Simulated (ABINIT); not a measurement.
A run of ABINIT 10.8.3 (patched build) is set up as follows.

Contents of run.abi:

```
ndtset 7
getwfk -1
scalecart1 3*0.9795861087
scalecart2 3*0.9864848297
scalecart3 3*0.9932883884
scalecart4 3*1.0000000000
scalecart5 3*1.0066227096
scalecart6 3*1.0131594038
scalecart7 3*1.0196128224

pp_dirpath "./"
pseudos "C.upf"

acell 3*1.0
rprim
     0.0000000000     3.3700808789     3.3700808789
     3.3700808789     0.0000000000     3.3700808789
     3.3700808789     3.3700808789     0.0000000000
ntypat 1
znucl 6
natom 2
typat 1 1
xred
     0.7500000000     0.7500000000     0.7500000000
     0.5000000000     0.5000000000     0.5000000000

ecut 41.0

kptopt 1
ngkpt 13 13 13
nshiftk 1
shiftk 0.0 0.0 0.0

ixc 11

nband 8
occopt 3
tsmear 0.00183747

nstep 100
tolvrs 1.0e-10

iomode 3
prtwf 1
prtden 0
prteig 0
prtebands 0
enunit 2
```

Potentials or basis: PseudoDojo NC SR PBE v0.4 stringent.

Command:

```sh
$ abinit run.abi > log 2>&1
```

**Question.** Estimate the pressure derivative of the bulk modulus.

**Answer.** 3.7.

**Question.** Estimate the equilibrium volume.

**Answer.** 5.70 Å³/atom.

**Question.** Predict the bulk modulus.

**Answer.** 432 GPa.

Energy against volume, from the lowest point:
```csv
volume (Å³/atom),energy (meV/atom)
5.332,35.45
5.445,16.33
5.558,4.74
5.672,0.00
5.785,1.51
5.899,8.69
6.012,21.05
```

Caveat: pressures at fixed basis lie under the slope of the energies.

**Measured values to compare with.**

From “Equation of state of cubic boron nitride at high pressures and temperatures”, 2007, arxiv:cond-mat/0702656, for a bulk crystal of C: bulk modulus 444.8 ± 0.8 GPa.

A measured bulk modulus of C is 444.8 GPa (quoted in “Equation of state of cubic boron nitride at high pressures and temperatures”, 2007, arxiv:cond-mat/0702656); the calculated 432 GPa misses it by -2.8 %. 3 values of this kind are on record (442 to 444.8 GPa); this one was drawn at random among those near their median, those with a stated uncertainty first. The fit is for a static lattice scaled at fixed shape and fixed fractional positions. The cell as given is a measured one (5.67 Å³/atom); PBE puts the equilibrium volume +0.5 % from it, thermal expansion not counted.
